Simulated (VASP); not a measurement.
# GaP: input slips in a phonon run and what they do

Aim: see how common mistakes in a phonon run show up, on GaP. The starting structure is a measured crystal structure from the Crystallography Open Database.

Main program and level: VASP 6.6.1; Kohn-Sham DFT with plane waves and PAW; LDA.

### Step 1. The structure

The structure is cubic, space group F-43m (No. 216). The conventional cell has a = 5.451 Å, b = 5.451 Å, c = 5.451 Å, α = 90.00°, β = 90.00°, γ = 90.00°. Nearest to Ga lie 4 P at 2.36 Å. P has 4 Ga at 2.36 Å nearest. Farther neighbours are not listed.

Coordinates:

```xyz
2
Lattice="0.0000 2.7252 2.7252 2.7252 0.0000 2.7252 2.7252 2.7252 0.0000" Properties=species:S:1:pos:R:3 pbc="T T T"
Ga    0.0000    0.0000    0.0000
P     4.0879    4.0879    4.0879
```

### Step 2. Reference modes

The cell comes from a relaxation at this level, not shown (39.20 Å³).

File INCAR:

```
SYSTEM = GaP
PREC = Accurate
ENCUT = 450
EDIFF = 1E-08
NELM = 100
ISMEAR = 0
SIGMA = 0.03
LREAL = .FALSE.
ALGO = Normal
GGA = CA
NBANDS = 15
LORBIT = 11
LWAVE = .FALSE.
LCHARG = .FALSE.
KPAR = 4
IBRION = 8
LEPSILON = .TRUE.
ISIF = 2
```

File POSCAR:

```
GaP
1.0
    0.0000000000      2.6962180289      2.6962180289
    2.6962180289      0.0000000000      2.6962180289
    2.6962180289      2.6962180289      0.0000000000
Ga P
1 1
Direct
    0.0000000000      0.0000000000      0.0000000000
    0.7500000000      0.7500000000      0.7500000000
```

File KPOINTS:

```
Automatic mesh
0
Gamma
10 10 10
0 0 0
```

The projector-augmented-wave data sets are Ga_d and P (LDA family, release 64).

Started as:

```bash
$ mpirun -np 4 vasp_std
```

What it wrote:

```text
[banner, memory and clock lines left out]
running    4 mpi-ranks, on    1 nodes
 distrk:  each k-point on    1 cores,    4 groups
 distr:  one band on    1 cores,    1 groups

 POSCAR found type information on POSCAR GaP
 POSCAR found :  2 types and       2 ions
 LDA part: xc-table for (Slater(with rela. corr.)+CA(PZ))
 , standard interpolation
 POSCAR, INCAR and KPOINTS ok, starting setup
 FFT: planning ... GRIDC
 FFT: planning ... GRID_SOFT
 FFT: planning ... GRID
 WAVECAR not read
 entering main loop
       N       E                     dE             d eps       ncg     rms          rms(c)
DAV:   1     0.768714154945E+02    0.76871E+02   -0.85155E+03  1434   0.160E+03
DAV:   2    -0.464962906734E+01   -0.81521E+02   -0.77774E+02  1599   0.308E+02
DAV:   3    -0.106901285056E+02   -0.60405E+01   -0.60196E+01  1795   0.682E+01
DAV:   4    -0.107838640549E+02   -0.93736E-01   -0.93715E-01  1758   0.916E+00
DAV:   5    -0.107857474786E+02   -0.18834E-02   -0.18833E-02  1874   0.113E+00    0.449E+00
DAV:   6    -0.105077501396E+02    0.27800E+00   -0.38771E-01  2177   0.113E+01    0.290E+00
DAV:   7    -0.104573080554E+02    0.50442E-01   -0.93154E-02  1815   0.223E+00    0.107E+00
DAV:   8    -0.104526791578E+02    0.46289E-02   -0.12303E-02  1852   0.128E+00    0.211E-01
DAV:   9    -0.104526410281E+02    0.38130E-04   -0.10422E-03  2065   0.420E-01    0.628E-02
DAV:  10    -0.104526382664E+02    0.27617E-05   -0.52484E-05  2202   0.895E-02    0.247E-02
DAV:  11    -0.104526443693E+02   -0.61029E-05   -0.88676E-06  1789   0.440E-02    0.753E-03
DAV:  12    -0.104526441649E+02    0.20434E-06   -0.50886E-07  1873   0.783E-03    0.505E-03
DAV:  13    -0.104526441413E+02    0.23588E-07   -0.20284E-07  1831   0.456E-03    0.915E-04
DAV:  14    -0.104526441405E+02    0.87948E-09   -0.93783E-09  1256   0.119E-03
   1 F= -.10452644E+02 E0= -.10452644E+02  d E =-.704077E-24
 Linear response reoptimize wavefunctions to high precision
DAV:   1    -0.104526441406E+02   -0.10368E-09   -0.18735E-09  1442   0.418E-04
DAV:   2    -0.104526441406E+02   -0.22737E-10   -0.23834E-10   992   0.145E-04
 Linear response G [H, r] |phi>, progress :
  Direction:   1
       N       E                     dE             d eps       ncg     rms
RMM:   1    -0.407186344476E+02   -0.40719E+02    0.16417E+02  1633   0.239E+02
RMM:   2    -0.495005955921E+02   -0.87820E+01   -0.16947E+01  2934   0.351E+01
RMM:   3    -0.506557794293E+02   -0.11552E+01   -0.60917E-01  2916   0.863E+00
RMM:   4    -0.508643015911E+02   -0.20852E+00   -0.58436E-01  3053   0.234E+00
RMM:   5    -0.508112516036E+02    0.53050E-01    0.85175E-02  3046   0.603E-01
RMM:   6    -0.508202213248E+02   -0.89697E-02    0.50065E-03  3090   0.201E-01
RMM:   7    -0.508197459144E+02    0.47541E-03    0.10706E-02  3114   0.722E-02
RMM:   8    -0.508209047555E+02   -0.11588E-02   -0.71226E-04  3161   0.295E-02
RMM:   9    -0.508208677844E+02    0.36971E-04   -0.31063E-04  3157   0.132E-02
RMM:  10    -0.508208373901E+02    0.30394E-04   -0.10627E-06  3103   0.694E-03
RMM:  11    -0.508208373903E+02   -0.17010E-09    0.23854E-07  2759   0.435E-03
RMM:  12    -0.508208403047E+02   -0.29144E-05   -0.29052E-05  2369   0.313E-03
RMM:  13    -0.508208401337E+02    0.17097E-06   -0.26635E-05  1988   0.265E-03
RMM:  14    -0.508208390492E+02    0.10845E-05   -0.16025E-05  1772   0.240E-03
RMM:  15    -0.508208399632E+02   -0.91394E-06   -0.25182E-05  1649   0.228E-03
RMM:  16    -0.508208404830E+02   -0.51989E-06   -0.30282E-05  1607   0.221E-03
RMM:  17    -0.508208390478E+02    0.14353E-05   -0.15423E-05  1578   0.226E-03
 Linear response G [H, r] |phi>, progress :
  Direction:   2
       N       E                     dE             d eps       ncg     rms
RMM:   1    -0.398621368984E+02   -0.39862E+02    0.13753E+02  1650   0.239E+02
RMM:   2    -0.507437670190E+02   -0.10882E+02   -0.11359E+01  2924   0.342E+01
RMM:   3    -0.524346030886E+02   -0.16908E+01   -0.62338E-01  2871   0.850E+00
RMM:   4    -0.526478385342E+02   -0.21324E+00   -0.59101E-01  3040   0.233E+00
RMM:   5    -0.525958429795E+02    0.51996E-01    0.84522E-02  3018   0.582E-01
RMM:   6    -0.526047773417E+02   -0.89344E-02    0.52462E-03  3070   0.192E-01
RMM:   7    -0.526043165690E+02    0.46077E-03    0.10708E-02  3114   0.696E-02
RMM:   8    -0.526054730029E+02   -0.11564E-02   -0.68290E-04  3146   0.284E-02
RMM:   9    -0.526054377599E+02    0.35243E-04   -0.30245E-04  3127   0.123E-02
RMM:  10    -0.526054074006E+02    0.30359E-04    0.77793E-06  3098   0.651E-03
RMM:  11    -0.526054067764E+02    0.62415E-06    0.15240E-05  2762   0.375E-03
RMM:  12    -0.526054097738E+02   -0.29974E-05   -0.14319E-05  2418   0.269E-03
RMM:  13    -0.526054097770E+02   -0.31775E-08   -0.14316E-05  1978   0.204E-03
RMM:  14    -0.526054101173E+02   -0.34033E-06   -0.17680E-05  1750   0.188E-03
RMM:  15    -0.526054100649E+02    0.52390E-07   -0.17139E-05  1608   0.172E-03
RMM:  16    -0.526054097006E+02    0.36435E-06   -0.13537E-05  1562   0.177E-03
RMM:  17    -0.526054101114E+02   -0.41085E-06   -0.17595E-05  1526   0.166E-03
RMM:  18    -0.526054099755E+02    0.13593E-06   -0.17631E-05  1459   0.171E-03
 Linear response G [H, r] |phi>, progress :
  Direction:   3
       N       E                     dE             d eps       ncg     rms
[...]
RMM:  13    -0.112960237375E+01    0.50719E-06    0.44378E-08  4696   0.115E-04    0.650E-06
 change of polarisation eV/A/(eV/A) component  1 :     2.142     0.671     0.359
 dielectric tensor                  component  1 :    10.886     3.096     1.657
 Linear response to external field, progress :
  Direction:   2
       N       E                     dE             d eps       ncg     rms          rms(c)
RMM:   1    -0.122900168056E+00   -0.12290E+00    0.51647E+00  5606   0.840E+00
RMM:   2    -0.114491586662E+01   -0.10220E+01   -0.66793E-02 10170   0.175E+00    0.146E+00
RMM:   3    -0.109956741104E+01    0.45348E-01   -0.30544E-02 10316   0.101E+00    0.839E-01
RMM:   4    -0.111950707764E+01   -0.19940E-01   -0.26108E-02 10451   0.926E-01    0.158E-01
RMM:   5    -0.112616057877E+01   -0.66535E-02   -0.16711E-03 10679   0.267E-01    0.366E-02
RMM:   6    -0.112945358976E+01   -0.32930E-02   -0.16969E-04 10684   0.864E-02    0.268E-02
RMM:   7    -0.112948346814E+01   -0.29878E-04   -0.29693E-05 10647   0.307E-02    0.215E-03
RMM:   8    -0.112963397919E+01   -0.15051E-03   -0.82942E-06 10994   0.993E-03    0.802E-04
RMM:   9    -0.112960895898E+01    0.25020E-04   -0.40546E-07 10903   0.382E-03    0.296E-04
RMM:  10    -0.112960750737E+01    0.14516E-05   -0.54549E-07 10803   0.146E-03    0.100E-04
RMM:  11    -0.112960446895E+01    0.30384E-05    0.22052E-07 10423   0.636E-04    0.740E-05
RMM:  12    -0.112960329111E+01    0.11778E-05    0.32695E-08  8298   0.257E-04    0.235E-05
RMM:  13    -0.112960299809E+01    0.29302E-06    0.20395E-07  4760   0.116E-04    0.599E-06
 change of polarisation eV/A/(eV/A) component  2 :     0.617     2.142     0.351
 dielectric tensor                  component  2 :     2.846    10.886     1.622
 Linear response to external field, progress :
  Direction:   3
       N       E                     dE             d eps       ncg     rms          rms(c)
RMM:   1    -0.124275910544E+00   -0.12428E+00    0.51509E+00  5602   0.840E+00
RMM:   2    -0.114492899867E+01   -0.10207E+01   -0.66980E-02 10170   0.175E+00    0.146E+00
RMM:   3    -0.109956409394E+01    0.45365E-01   -0.30640E-02 10316   0.101E+00    0.839E-01
RMM:   4    -0.111950601364E+01   -0.19942E-01   -0.26141E-02 10458   0.927E-01    0.158E-01
RMM:   5    -0.112615312930E+01   -0.66471E-02   -0.16643E-03 10682   0.267E-01    0.366E-02
RMM:   6    -0.112945557711E+01   -0.33024E-02   -0.16676E-04 10682   0.863E-02    0.268E-02
RMM:   7    -0.112948455250E+01   -0.28975E-04   -0.27756E-05 10649   0.306E-02    0.214E-03
RMM:   8    -0.112963460804E+01   -0.15006E-03   -0.78430E-06 11013   0.988E-03    0.803E-04
RMM:   9    -0.112960995228E+01    0.24656E-04   -0.86484E-07 10885   0.378E-03    0.297E-04
RMM:  10    -0.112960864684E+01    0.13054E-05   -0.56065E-07 10815   0.145E-03    0.993E-05
RMM:  11    -0.112960571932E+01    0.29275E-05    0.28133E-08 10413   0.632E-04    0.746E-05
RMM:  12    -0.112960441088E+01    0.13084E-05   -0.11552E-07  8382   0.256E-04    0.231E-05
RMM:  13    -0.112960398953E+01    0.42135E-06    0.46137E-08  4728   0.115E-04    0.597E-06
 change of polarisation eV/A/(eV/A) component  3 :     0.507     0.523     2.142
 dielectric tensor                  component  3 :     2.339     2.413    10.886
 Linear response DOF=           2
 Linear response progress:
  Degree of freedom:   1/  2
       N       E                     dE             d eps       ncg     rms          rms(c)
RMM:   1    -0.167197587388E+00   -0.16720E+00    0.11556E-01  6453   0.864E+00
RMM:   2    -0.165194133351E+00    0.20035E-02   -0.27152E-02  9841   0.141E+00    0.565E-02
RMM:   3    -0.165477514616E+00   -0.28338E-03   -0.36707E-03 10351   0.403E-01    0.428E-02
RMM:   4    -0.165332748890E+00    0.14477E-03   -0.83286E-04 10799   0.136E-01    0.126E-02
RMM:   5    -0.165311810232E+00    0.20939E-04   -0.11464E-04 10950   0.363E-02    0.396E-03
RMM:   6    -0.165311181145E+00    0.62909E-06   -0.55247E-05 10628   0.129E-02    0.930E-04
RMM:   7    -0.165309255983E+00    0.19252E-05   -0.22342E-05 10740   0.524E-03    0.127E-04
RMM:   8    -0.165306992032E+00    0.22640E-05   -0.11536E-05 10774   0.223E-03    0.481E-05
RMM:   9    -0.165306127365E+00    0.86467E-06   -0.59030E-06 10801   0.939E-04    0.273E-05
RMM:  10    -0.165305664397E+00    0.46297E-06   -0.18577E-06 10947   0.432E-04    0.836E-06
RMM:  11    -0.165305559128E+00    0.10527E-06   -0.10571E-06 10862   0.205E-04    0.470E-06
RMM:  12    -0.165305484842E+00    0.74286E-07   -0.10069E-06 10967   0.105E-04    0.200E-06
RMM:  13    -0.165305408581E+00    0.76261E-07   -0.53571E-07 10803   0.570E-05    0.518E-07
RMM:  14    -0.165305402433E+00    0.61484E-08   -0.34424E-07  9782   0.351E-05    0.400E-07
RMM:  15    -0.165305412229E+00   -0.97962E-08   -0.18987E-07  9401   0.248E-05    0.106E-07
RMM:  16    -0.165305415401E+00   -0.31724E-08   -0.11174E-07  6727   0.200E-05    0.175E-07
RMM:  17    -0.165305417327E+00   -0.19254E-08   -0.39700E-08  6210   0.178E-05    0.792E-08
 first order change of Fermi-energy   0.57540E-04
 force on displaced ion       1 direction 1 : -10.492   0.000   0.000
 Born effective charge ion    1 direction 1 :   2.058   0.000   0.000
 Linear response progress:
  Degree of freedom:   2/  2
       N       E                     dE             d eps       ncg     rms          rms(c)
RMM:   1    -0.507858037051E-01   -0.50786E-01    0.54704E-03 11755   0.182E+00
RMM:   2    -0.473451728930E-01    0.34406E-02   -0.59192E-03  9300   0.529E-01    0.123E-01
RMM:   3    -0.473839975002E-01   -0.38825E-04   -0.56471E-04 10306   0.173E-01    0.594E-02
RMM:   4    -0.476464185592E-01   -0.26242E-03   -0.12415E-04 10063   0.649E-02    0.115E-02
RMM:   5    -0.476579188829E-01   -0.11500E-04   -0.22342E-05 10792   0.220E-02    0.703E-03
RMM:   6    -0.476397678272E-01    0.18151E-04   -0.24734E-06 10097   0.776E-03    0.395E-03
RMM:   7    -0.476398768809E-01   -0.10905E-06    0.48331E-07 10673   0.294E-03    0.740E-04
RMM:   8    -0.476378445567E-01    0.20323E-05    0.22786E-07 10353   0.967E-04    0.137E-04
RMM:   9    -0.476375632505E-01    0.28131E-06    0.10734E-07 10698   0.293E-04    0.168E-05
RMM:  10    -0.476375577238E-01    0.55267E-08    0.74129E-08 10386   0.104E-04    0.427E-06
 first order change of Fermi-energy   0.70789E-04
 force on displaced ion       2 direction 1 : -10.482   0.000   0.000
 Born effective charge ion    2 direction 1 :  -2.099   0.000   0.000
 Born effective charges drift removed
 Linear response finished
```

Run time: 2.9 min. Hardware: 4 MPI ranks of Intel Xeon Platinum 8259CL at 2.50GHz (Skylake/Cascade Lake), shared host; peak memory 1.3 GiB.

Lines that name or quote the potential files are left out of all logs, and their timing lines are given in words.

From OUTCAR (step 2):

```text
ion  position               nearest neighbor table
   1  0.000  0.000  0.000-   2 2.33   2 2.33   2 2.33   2 2.33
   2  0.750  0.750  0.750-   1 2.33   1 2.33   1 2.33   1 2.33

  LATTYP: Found a face centered cubic cell.
 ALAT       =     5.3924360578

 Subroutine GETGRP returns: Found 24 space group operations
 (whereof 24 operations were pure point group operations)

The static configuration has the point symmetry T_d .

 Found     47 irreducible k-points:

   k-points           NKPTS =     47   k-points in BZ     NKDIM =     47   number of bands    NBANDS=     15

   dimension x,y,z NGX =    28 NGY =   28 NGZ =   28
   dimension x,y,z NGXF=    56 NGYF=   56 NGZF=   56

   ENCUT  =  450.0 eV  33.07 Ry    5.75 a.u.   6.60  6.60  6.60*2*pi/ulx,y,z

   NELECT =      18.0000    total number of electrons

 k-points in reciprocal lattice and weights: Automatic mesh
   0.00000000  0.00000000  0.00000000       0.001
   0.10000000  0.00000000  0.00000000       0.008
   0.20000000  0.00000000  0.00000000       0.008
   0.30000000  0.00000000  0.00000000       0.008
   0.40000000  0.00000000  0.00000000       0.008
   0.50000000  0.00000000  0.00000000       0.004
   0.10000000  0.10000000  0.00000000       0.006
   0.20000000  0.10000000  0.00000000       0.024
   0.30000000  0.10000000  0.00000000       0.024
[...]
-0.30000000  0.40000000  0.20000000       0.024
  -0.30000000  0.50000000  0.20000000       0.012

 average (electrostatic) potential at core
       1 -66.2676       2 -84.3164

  Total       -0.0052179     -0.0052179     -0.0052179      0.0000000      0.0000000     -0.0000000
  in kB       -0.2132605     -0.2132605     -0.2132605      0.0000000      0.0000000     -0.0000000
  external PRESSURE =      -0.2132605 kB  Pullay stress =       0.0000000 kB

  energy-cutoff  :      450.00
  volume of cell :       39.20
      direct lattice vectors                 reciprocal lattice vectors
     0.000000000  2.696218029  2.696218029    -0.185444943  0.185444943  0.185444943
     2.696218029  0.000000000  2.696218029     0.185444943 -0.185444943  0.185444943
     2.696218029  2.696218029  0.000000000     0.185444943  0.185444943 -0.185444943

 POSITION                                       TOTAL-FORCE (eV/Angst)
 -----------------------------------------------------------------------------------
      0.00000      0.00000      0.00000         0.000000      0.000000      0.000000
      4.04433      4.04433      4.04433        -0.000000     -0.000000     -0.000000
 -----------------------------------------------------------------------------------
    total drift:                               -0.000000     -0.000000     -0.000000

 MACROSCOPIC STATIC DIELECTRIC TENSOR (including local field effects in DFT)
 ------------------------------------------------------
          10.886034     0.000000     0.000000
           0.000000    10.886034    -0.000000
           0.000000    -0.000000    10.886034
 ------------------------------------------------------

 PIEZOELECTRIC TENSOR (including local field effects)  for field in x, y, z        (C/m^2)
          XX          YY          ZZ          XY          YZ          ZX
  --------------------------------------------------------------------------------
  x     0.00000    -0.00000     0.00000     0.00000     0.77648     0.00000
  y    -0.00000    -0.00000     0.00000    -0.00000     0.00000     0.77648
  z     0.00000     0.00000     0.00000     0.77648    -0.00000     0.00000

 BORN EFFECTIVE CHARGES (including local field effects) (in |e|, cummulative output)
 ---------------------------------------------------------------------------------
 ion    1
    1     2.08114     0.00000     0.00000
    2     0.00000     2.08114    -0.00000
    3     0.00000     0.00000     2.08114
 ion    2
    1    -2.08114     0.00000    -0.00000
    2    -0.00000    -2.08114     0.00000
    3     0.00000    -0.00000    -2.08114

 Eigenvectors and eigenvalues of the dynamical matrix
 ----------------------------------------------------

   1 f  =   10.931023 THz    68.681643 2PiTHz  364.619679 cm-1    45.207058 meV
             X         Y         Z           dx          dy          dz
      0.000000  0.000000  0.000000     0.000000    0.554803    0.000000
      4.044327  4.044327  4.044327     0.000000   -0.831982    0.000000

   2 f  =   10.931023 THz    68.681643 2PiTHz  364.619679 cm-1    45.207058 meV
             X         Y         Z           dx          dy          dz
      0.000000  0.000000  0.000000    -0.554803    0.000000    0.000000
      4.044327  4.044327  4.044327     0.831982    0.000000    0.000000

   3 f  =   10.931023 THz    68.681643 2PiTHz  364.619679 cm-1    45.207058 meV
             X         Y         Z           dx          dy          dz
      0.000000  0.000000  0.000000     0.000000    0.000000   -0.554803
      4.044327  4.044327  4.044327     0.000000    0.000000    0.831982

   4 f/i=    0.002487 THz     0.015627 2PiTHz    0.082960 cm-1     0.010286 meV
             X         Y         Z           dx          dy          dz
      0.000000  0.000000  0.000000     0.831982    0.000000    0.000000
      4.044327  4.044327  4.044327     0.554803    0.000000    0.000000

   5 f/i=    0.002487 THz     0.015627 2PiTHz    0.082960 cm-1     0.010286 meV
             X         Y         Z           dx          dy          dz
      0.000000  0.000000  0.000000     0.000000   -0.831982    0.000000
      4.044327  4.044327  4.044327     0.000000   -0.554803    0.000000

   6 f/i=    0.002487 THz     0.015627 2PiTHz    0.082960 cm-1     0.010286 meV
             X         Y         Z           dx          dy          dz
      0.000000  0.000000  0.000000     0.000000    0.000000    0.831982
      4.044327  4.044327  4.044327     0.000000    0.000000    0.554803

 MACROSCOPIC STATIC DIELECTRIC TENSOR IONIC CONTRIBUTION
 ------------------------------------------------------
           1.906393     0.000000     0.000000
           0.000000     1.906393    -0.000000
           0.000000    -0.000000     1.906393
 ------------------------------------------------------

 ELASTIC MODULI CONTR FROM IONIC RELAXATION (kBar)
 Direction    XX          YY          ZZ          XY          YZ          ZX
 --------------------------------------------------------------------------------
 XX          -0.0000      0.0000      0.0000     -0.0000      0.0000      0.0000
 YY           0.0000     -0.0000      0.0000     -0.0000     -0.0000     -0.0000
 ZZ           0.0000      0.0000     -0.0000      0.0000     -0.0000      0.0000
 XY          -0.0000     -0.0000      0.0000   -231.5630      0.0000      0.0000
 YZ           0.0000     -0.0000     -0.0000      0.0000   -231.5630      0.0000
 ZX           0.0000     -0.0000      0.0000      0.0000      0.0000   -231.5630
 --------------------------------------------------------------------------------

 PIEZOELECTRIC TENSOR IONIC CONTR  for field in x, y, z        (C/m^2)
          XX          YY          ZZ          XY          YZ          ZX
  --------------------------------------------------------------------------------
  x     0.00000    -0.00000    -0.00000    -0.00000    -0.62519     0.00000
  y     0.00000    -0.00000     0.00000     0.00000    -0.00000    -0.62519
  z    -0.00000    -0.00000     0.00000    -0.62519     0.00000     0.00000
```

Energies printed during the response cycles are not total energies of the cell.

Reference: the zone-centre mode is T2 364.6 cm⁻¹.

(Continued in part 2 of 2.)

[Lines on the potential files, build, host, timing and source positions are cut from VASP's logs without a mark.]

[Logs are printed without paths, hosts, clocks, repeated set-up lines and the standing remarks that a program may print on its own settings, such as how far it seeks lower states.]

[Hosts, paths, dates, database ids (printed as entryN), source tags and the programs' standing remarks are cut or masked in the printed files.]
